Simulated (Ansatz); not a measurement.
Input of an Ansatz 0.2.0 run:

The input input.yaml:

```yaml
crystal:
  lattice:
    - [2.76919, 0.0, 0.0]
    - [0.0, 2.76919, 0.0]
    - [0.0, 0.0, 2.76919]
  atoms:
    - { symbol: Al, position: [0.5, 0.5, 0.5] }
    - { symbol: O, position: [0.0, 0.0, 0.0] }
hamiltonian:
  xc: pbe
  pseudopotentials: { kind: paw }
kpoints:
  mp_grid: { grid: [10, 10, 10] }
scf:
  occupations: { method: fermi_dirac, width: 0.05 }
output:
  forces: true
  stress: true
  eigenvalues: true
```

Potentials or basis: Ansatz PAW.

Launch:

```bash
$ ansatz run input.yaml --threads 2 --pin off --max-ram 5632MiB --backend cpu --events-out ev --progress --plain --runs-dir out
```

Estimate the pressure.

0.0 GPa.

What does it give for the band gap on the k mesh?

None (metal or under the smearing width).

Caveat: the pressure holds a Pulay correction of +0.6 GPa for the finite cutoff; an odd number of electrons without spin polarisation forces a metal; a magnetic or distorted state may lie lower.
